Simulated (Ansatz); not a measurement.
Fe2Ge:

```
CELL_PARAMETERS angstrom
4.16363 0.00000 0.00000
-2.08182 3.60581 0.00000
0.00000 0.00000 2.62647
ATOMIC_POSITIONS crystal
Ge 0.00000 0.00000 0.00000
Fe 0.33333 0.66667 0.50000
Fe 0.66667 0.33333 0.50000
```

The cell comes from a database or a generator and needn't be the stable form of this composition.

Alike in all runs: program Ansatz 0.2.0; functional PBEsol; potentials or basis Ansatz PAW; cutoff 420 eV (not typed: the program's choice for these potentials); k mesh 6 × 6 × 8; occupations fermi-dirac, width 0.05 eV.

The same cell was started in several ways:

```csv
start,free energy over the lowest (meV/atom),net moment (μB),site or absolute moments (μB),gap
"collinear spin, ferromagnetic start of up to 3.75 μB; fixed moment 7.5",674.0,7.50,Ge +0.36; Fe +3.21,-
"collinear spin, ferromagnetic start of up to 3 μB; fixed moment 6",62.9,6.00,Ge +0.12; Fe +2.78,-
"collinear spin, ferromagnetic start of up to 4.5 μB; fixed moment 9",1741.4,9.00,Ge +0.54; Fe +3.63,-
"collinear spin, ferromagnetic start of up to 2.25 μB; fixed moment 4.5",0.0,4.50,Ge -0.02; Fe +2.22,-
"collinear spin, program default start; fixed moment 0",191.9,0.00,-,-
"collinear spin, ferromagnetic start of up to 6 μB; fixed moment 12",5087.6,12.00,Ge +0.95; Fe +4.36,-
"collinear spin, ferromagnetic start of up to 0.75 μB; fixed moment 1.5",144.6,1.50,Ge -0.04; Fe +0.78,-
"collinear spin, ferromagnetic start of up to 1.5 μB; fixed moment 3",70.2,3.00,Ge -0.05; Fe +1.52,-
```

All polarised runs hold their moment fixed, so the table maps the energy against it. A still lower state may exist.

Caveats: the total moment is fixed, so each spin has its own Fermi level.
